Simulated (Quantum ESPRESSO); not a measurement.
Crystal: C.

```
C
1.0
     0.00000    1.78337    1.78337
     1.78337    0.00000    1.78337
     1.78337    1.78337    0.00000
C
2
Direct
  0.75000 0.75000 0.75000
  0.50000 0.50000 0.50000
```

This isn't the form of C at room conditions, which is graphite.

Base run:

```yaml
Program: Quantum ESPRESSO 7.5
Functional: RPBE
Potentials_or_basis: SG15 PBE 1.2
Cutoff: 1197 eV
Density_cutoff: 4789 eV
k_mesh: 13 × 13 × 13
Occupations: fermi-dirac, width 0.05 eV
Spin: no spin polarisation
```

Its results: band gap on the k mesh 4.26 eV, indirect (least direct gap 5.61 eV); pressure 1.9 GPa.

After a change of settings the same cell gave: band gap on the k mesh 4.24 eV, indirect (least direct gap 5.61 eV); pressure 1.4 GPa. Which change was it?
A. functional from RPBE to PBE
B. functional from RPBE to LDA
C. functional from RPBE to revPBE
D. functional from RPBE to AM05

C.

Caveats: the potentials were made for another functional, which shifts forces and pressure.
